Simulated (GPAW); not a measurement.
Si, 2 atoms in the cell. The structure is cubic, space group Fd-3m (No. 227). The conventional cell has a = 5.444 Å, b = 5.444 Å, c = 5.444 Å, α = 90.00°, β = 90.00°, γ = 90.00°. Si (site symmetry -43m) has 4 Si at 2.36 Å as nearest neighbours. 

* Program: GPAW 26.7.0
* Task: band structure
* Functional: PBE
* Potentials or basis: SG15 ONCV 1.2
* Cutoff: 1100 eV
* Basis: pw
* k mesh: 8 × 8 × 8
* Occupations: fermi-dirac, width 0.05 eV
* Spin: no spin polarisation
* Maxiter: 150
* Band path: GXWKGLUWLK,UX
* Band points: 100

Potentials or basis: SG15 ONCV 1.2, pw.

The run is started by

```console
$ OMP_NUM_THREADS=1 python run.py
```

Hardware: 1 thread of Arm Neoverse V1 (shared host).

Q: How long does it take, and how much memory?

A: It took 94 s on 1 thread of Arm Neoverse V1 (shared host), peak memory 0.36 GiB. Counts: scf iterations 15, plane waves 3383, bands 11, k points 29.
